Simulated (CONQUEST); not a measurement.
# Re (P-1) in CONQUEST: convergence with smearing width

Aim: find how far smearing width must go before the results for Re settle, at LDA. This setting moves, with any that are tied to it; all else stays.

Program: CONQUEST 1.3. These are calculated values, not measurements. Logs are shortened: lines on timing, memory, paths and dates and some standing lists are left out, and cuts for length are marked.

**1. The cell of the first run**

The typed cell holds 4 atoms: a = 2.761 Å, b = 4.458 Å, c = 4.782 Å, α = 90.00°, β = 90.00°, γ = 90.00°.

The cell isn't the ideal one: atoms moved at random.

**2. With smearing width 0.4 eV**

Conquest_input

```
IO.Title Re
IO.Coordinates coords.dat
IO.FractionalAtomicCoords T
IO.Iprint 2
IO.Iprint_init 1
General.NumberOfSpecies 1
General.PseudopotentialType hamann
AtomMove.TypeOfRun static
AtomMove.FullStress T
Grid.GridCutoff 120
DM.SolutionMethod diagon
Diag.MPMesh T
Diag.GammaCentred T
Diag.MPMeshX 7
Diag.MPMeshY 5
Diag.MPMeshZ 4
Diag.kT 0.01469973
minE.SCTolerance 1e-6
SC.MaxIters 100
IO.AtomChargeOutput T
%block ChemicalSpeciesLabel
1 186.210 Re
%endblock
```

coords.dat

```
    5.2171558849     0.0000000000     0.0000000000
    0.0000000000     8.4247770088     0.0000000000
    0.0000000000     0.0000000000     9.0363790645
4
  0.0015085000   0.7526830000   0.3315735000 1 T T T
  0.5015085000   0.7526830000   0.8315735000 1 T T T
  0.0010880000   0.2480690000   0.6681930000 1 T T T
  0.5010880000   0.2480690000   0.1681930000 1 T T T
```

Potentials or basis: PseudoDojo NC LDA, SZP, grid cutoff 120 Ha.

Started as:

```
OMP_NUM_THREADS=1 Conquest
```

It took 2.9 min on 1 thread of AMD EPYC, shared host; peak memory 0.78 GiB.

Results:

| Quantity | Value |
| --- | --- |
| Free energy | -9454.3270 eV |
| Pressure | 6.0 GPa |
| Largest force | 0.220 eV/Å |
| Band gap on the k mesh | none (metal or under the smearing width) |

**3. With smearing width 0.3 eV**

Conquest_input: that of step 2 with these lines changed.

```diff
@@ -16,3 +16,3 @@
 Diag.MPMeshZ 4
-Diag.kT 0.01469973
+Diag.kT 0.01102480
 minE.SCTolerance 1e-6
```

coords.dat is that of step 2.

Potentials or basis: PseudoDojo NC LDA, SZP, grid cutoff 120 Ha.

Started as:

```
OMP_NUM_THREADS=1 Conquest
```

It took 3.2 min on 1 thread of AMD EPYC, shared host; peak memory 0.78 GiB.

Results (log left out):

| Property | Result |
| --- | --- |
| Free energy | -9453.9499 eV |
| Pressure | 4.6 GPa |
| Largest force | 0.196 eV/Å |
| Band gap on the k mesh | none (metal or under the smearing width) |

**4. With smearing width 0.2 eV**

Conquest_input: that of step 3 with these lines changed.

```diff
@@ -16,3 +16,3 @@
 Diag.MPMeshZ 4
-Diag.kT 0.01102480
+Diag.kT 0.00734986
 minE.SCTolerance 1e-6
```

coords.dat is that of step 3.

Started as:

```
OMP_NUM_THREADS=1 Conquest
```

Run time: 3.1 min. Hardware: 1 thread of AMD EPYC, shared host; peak memory 0.77 GiB.

Results (log left out):

| Item | Value |
| --- | --- |
| Free energy | -9453.6927 eV |
| Pressure | 3.5 GPa |
| Largest force | 0.177 eV/Å |
| Band gap on the k mesh | none (metal or under the smearing width) |

**5. With smearing width 0.1 eV**

Conquest_input: that of step 4 with these lines changed.

```diff
@@ -16,3 +16,3 @@
 Diag.MPMeshZ 4
-Diag.kT 0.00734986
+Diag.kT 0.00367493
 minE.SCTolerance 1e-6
```

coords.dat is that of step 4.

Started as:

```
OMP_NUM_THREADS=1 Conquest
```

It took 3.1 min on 1 thread of AMD EPYC, shared host; peak memory 0.78 GiB.

It converged, with:

```
Free energy            : -9453.5541 eV
Pressure               : 2.8 GPa
Largest force          : 0.175 eV/Å
Band gap on the k mesh : none (metal or under the smearing width)
```

**6. With smearing width 0.05 eV**

Conquest_input: that of step 5 with these lines changed.

```diff
@@ -16,3 +16,3 @@
 Diag.MPMeshZ 4
-Diag.kT 0.00367493
+Diag.kT 0.00183747
 minE.SCTolerance 1e-6
```

coords.dat is that of step 5.

Potentials or basis: PseudoDojo NC LDA, SZP, grid cutoff 120 Ha.

Started as:

```
OMP_NUM_THREADS=1 Conquest
```

It took 2.8 min on 1 thread of AMD EPYC, shared host; peak memory 0.78 GiB.

The run converged. Its results:

* Free energy: -9453.5236 eV
* Pressure: 2.6 GPa
* Largest force: 0.177 eV/Å
* Band gap on the k mesh: none (metal or under the smearing width)

**7. With smearing width 0.025 eV**

Conquest_input: that of step 6 with these lines changed.

```diff
@@ -16,3 +16,3 @@
 Diag.MPMeshZ 4
-Diag.kT 0.00183747
+Diag.kT 0.00091873
 minE.SCTolerance 1e-6
```

coords.dat is that of step 6.

Started as:

```
OMP_NUM_THREADS=1 Conquest
```

Run time: 2.4 min. Hardware: 1 thread of AMD EPYC, shared host; peak memory 0.78 GiB.

Results (log left out):

| Property | Result |
| --- | --- |
| Free energy | -9453.5164 eV |
| Pressure | 2.5 GPa |
| Largest force | 0.176 eV/Å |
| Band gap on the k mesh | none (metal or under the smearing width) |

**8. With smearing width 0.01 eV**

Conquest_input: that of step 7 with these lines changed.

```diff
@@ -16,3 +16,3 @@
 Diag.MPMeshZ 4
-Diag.kT 0.00091873
+Diag.kT 0.00036749
 minE.SCTolerance 1e-6
```

coords.dat is that of step 7.

Started as:

```
OMP_NUM_THREADS=1 Conquest
```

Wall time 2.7 min (1 thread of AMD EPYC, shared host); peak memory 0.78 GiB.

It converged, with:

```yaml
Free_energy: -9453.5145 eV
Pressure: 2.4 GPa
Largest_force: 0.177 eV/Å
Band_gap_on_the_k_mesh: none (metal or under the smearing width)
```

**9. With smearing width 0.005 eV**

Conquest_input: that of step 8 with these lines changed.

```diff
@@ -16,3 +16,3 @@
 Diag.MPMeshZ 4
-Diag.kT 0.00036749
+Diag.kT 0.00018375
 minE.SCTolerance 1e-6
```

coords.dat is that of step 8.

Potentials or basis: PseudoDojo NC LDA, SZP, grid cutoff 120 Ha.

Started as:

```
OMP_NUM_THREADS=1 Conquest
```

Output:

```text
Simulation cell dimensions:     5.2172 a0 x     8.4248 a0 x     9.0364 a0

      Atomic coordinates (a0)
         Atom         X         Y         Z  Species
            1    0.0079    6.3412    2.9962        1
            2    2.6164    6.3412    7.5144        1
            3    0.0057    2.0899    6.0380        1
            4    2.6143    2.0899    1.5199        1

         Monkhorst-Pack mesh:   7 x   5 x   4 gamma-centred
        This calculation includes non-local pseudopotentials,
         with a maximum core radius of      7.58451576

    Job title: Re
    Job to be run: static calculation

[... 5 lines left out ...]
      Using Fermi-Dirac smearing

    Integration grid size:     32 x   48 x   48

    Integration grid spacing:  0.163 a0 x 0.176 a0 x 0.188 a0

    Number of species:  1
    --------------------------------------------------------
    |   #  mass (au)  Charge (e)  SF Rad (a0)  NSF  Label  |
    --------------------------------------------------------
    |   1    186.210      15.000        7.907   13  Re     |
    --------------------------------------------------------
          SCF tolerance:                 0.00000100
          SCF iterations:               100

    LibXC version:  6. 2. 2
    Using the LDA functional Slater exchange
    Using the LDA functional Perdew & Wang

           radial cut-off to be used is taken to be max PAO cut-off radius for this species:    7.584516

           greatest ang. mom. for making density from PAOs:  2
    Minimum blocs/proc is     1152. Maximum blocs/proc is     1152
    set_atom_dens: In set_atomic_density, electrons :      60.000000000000
 matrix_size & matrix_size_padH =           52          52

    Screened ion int: energy:    -251.490127079705 Ha

    new_SC_potl: Starting.  Tolerance:  0.10000E-05

    PulayMixSC: Starting Pulay mixing, A_up =  0.500 A_dn =  0.500
    PulayMixSC: Spin non-polarised calculation.
          Harris-Foulkes Energy            :      -347.417894680060840 Ha
          GroundState Energy (E-(1/2)TS)   :      -347.417899250136259 Ha
          Free Energy (E-TS)               :      -347.417903820211734 Ha
          DFT Total Energy                 :      -347.407186996934001 Ha
          Total number of electrons        :        60.000000000000384
    PulayMixSC: Pulay iteration     1 residual:              0.10388E-02
          Harris-Foulkes Energy            :      -347.410959920036873 Ha
          GroundState Energy (E-(1/2)TS)   :      -347.410962514291839 Ha
          Free Energy (E-TS)               :      -347.410965108546748 Ha
          DFT Total Energy                 :      -347.409958546688756 Ha
          Total number of electrons        :        60.000017796516097
    PulayMixSC: Pulay iteration     2 residual:              0.40100E-03
          Harris-Foulkes Energy            :      -347.410234628216301 Ha
          GroundState Energy (E-(1/2)TS)   :      -347.410240004600894 Ha
          Free Energy (E-TS)               :      -347.410245380985543 Ha
          DFT Total Energy                 :      -347.410224217058271 Ha
          Total number of electrons        :        60.000031891047236
    PulayMixSC: Pulay iteration     3 residual:              0.76256E-04
          Harris-Foulkes Energy            :      -347.410227811488653 Ha
          GroundState Energy (E-(1/2)TS)   :      -347.410233460482743 Ha
          Free Energy (E-TS)               :      -347.410239109476834 Ha
          DFT Total Energy                 :      -347.410226217652507 Ha
          Total number of electrons        :        60.000035216312604
    PulayMixSC: Pulay iteration     4 residual:              0.11824E-04
          Harris-Foulkes Energy            :      -347.410226941152644 Ha
          GroundState Energy (E-(1/2)TS)   :      -347.410232599500205 Ha
          Free Energy (E-TS)               :      -347.410238257847709 Ha
          DFT Total Energy                 :      -347.410226809445135 Ha
          Total number of electrons        :        60.000035518931156
    PulayMixSC: Pulay iteration     5 residual:              0.22541E-05
          Harris-Foulkes Energy            :      -347.410227057728207 Ha
          GroundState Energy (E-(1/2)TS)   :      -347.410232717146471 Ha
          Free Energy (E-TS)               :      -347.410238376564735 Ha
          DFT Total Energy                 :      -347.410226179754773 Ha
          Total number of electrons        :        60.000035235520343
    PulayMixSC: Pulay iteration     6 residual:              0.43031E-05
          Harris-Foulkes Energy            :      -347.410227233450826 Ha
          GroundState Energy (E-(1/2)TS)   :      -347.410232892439637 Ha
          Free Energy (E-TS)               :      -347.410238551428449 Ha
          DFT Total Energy                 :      -347.410227209921402 Ha
          Total number of electrons        :        60.000035152558482
    PulayMixSC: Pulay iteration     7 residual:              0.88883E-06
    PulayMixSC: Reached SCF tolerance of  0.88883E-06 after      7 iterations
      | Number of electrons      =        60.000035
      |* band energy as 2Tr[K.H] =       -79.075399756191757 Ha
      |  screened ion-ion energy =      -251.490127079704763 Ha
      |  Ha correction           =         1.023556896988847 Ha
      |  XC correction           =       -17.868256672568481 Ha
      | GS Energy as E-(1/2)TS   =      -347.410232892439637 Ha
      | Free Energy as E-TS      =      -347.410238551428449 Ha
      |* Harris-Foulkes energy   =      -347.410227233450826 Ha
      |* DFT total energy        =      -347.410227209921402 Ha
      |  estimated accuracy      =        -0.000000023529424 Ha

    force: Forces on atoms (Ha/a0)
    force:  Atom   X              Y              Z
    force:     1  -0.0001643966  -0.0020111238   0.0027462188
    force:     2  -0.0001643966  -0.0020111238   0.0027462188
    force:     3   0.0001635956   0.0020045397  -0.0027223018
    force:     4   0.0001635956   0.0020045397  -0.0027223018

    force: Maximum force :        0.00274622(Ha/a0) on atom         1 in z direction
    force: Force Residual:        0.00339627 Ha/a0
    force: Total stress:         -3.36180858     0.00460356     0.01759231 GPa
                             0.00460356    -1.32848993    -0.13022141
                             0.01759231    -0.13022141    -2.53533167
    force: Average pressure:      2.40854340 GPa

    force: Finished force
    get_E_and_F: Change in energy during last step of electronic optimisation: -0.17572E-06

    BIBLIOGRAPHY: Please consider citing the following references in the conquest.bib file

    CONQUEST:         Bowler2002pt, Miyazaki2004, Nakata2020
    Basis:            Bowler2019
    DM:               Bowler:2006xr
    Pseudopotentials: Hamann2013, Bowler2019
    XC references from LibXC:
      P. A. M. Dirac.,  Math. Proc. Cambridge Philos. Soc. 26, 376 (1930)
```

It took 2.6 min on 1 thread of AMD EPYC, shared host; peak memory 0.78 GiB.

Results:

| Quantity | Value |
| --- | --- |
| Free energy | -9453.5142 eV |
| Pressure | 2.4 GPa |
| Largest force | 0.175 eV/Å |
| Band gap on the k mesh | none (metal or under the smearing width) |

**10. The series at a glance**

| smearing width | energy less the tightest run, at zero smearing (meV/atom) | pressure (GPa) | largest force (eV/Å) | SCF cycles | CPU time (s) | peak memory (GiB) |
| --- | --- | --- | --- | --- | --- | --- |
| 0.4 eV | 14.61 | 5.98 | 0.220 | 7 | 170 | 0.78 |
| 0.3 eV | 10.14 | 4.56 | 0.196 | 7 | 190 | 0.78 |
| 0.2 eV | 4.46 | 3.51 | 0.177 | 7 | 190 | 0.77 |
| 0.1 eV | 0.53 | 2.82 | 0.175 | 7 | 180 | 0.78 |
| 0.05 eV | 0.06 | 2.58 | 0.177 | 7 | 170 | 0.78 |
| 0.025 eV | -0.02 | 2.47 | 0.176 | 7 | 150 | 0.78 |
| 0.01 eV | -0.03 | 2.42 | 0.177 | 7 | 160 | 0.78 |
| 0.005 eV | 0.00 | 2.41 | 0.175 | 7 | 160 | 0.78 |

Against the tightest run, the energy stays within 1 meV/atom from 0.1 eV on; the pressure stays within 0.1 GPa from 0.025 eV on; the largest force stays within 0.005 eV/Å from 0.2 eV on. Narrower smearing needs a denser k mesh, so at a fixed mesh the narrowest width isn't the most accurate. The tightest run that finished is the yardstick and may itself not be fully converged.

Caveats: the atomic basis is small; the basis of atomic orbitals isn't converged, which shifts pressures, moduli and gaps.
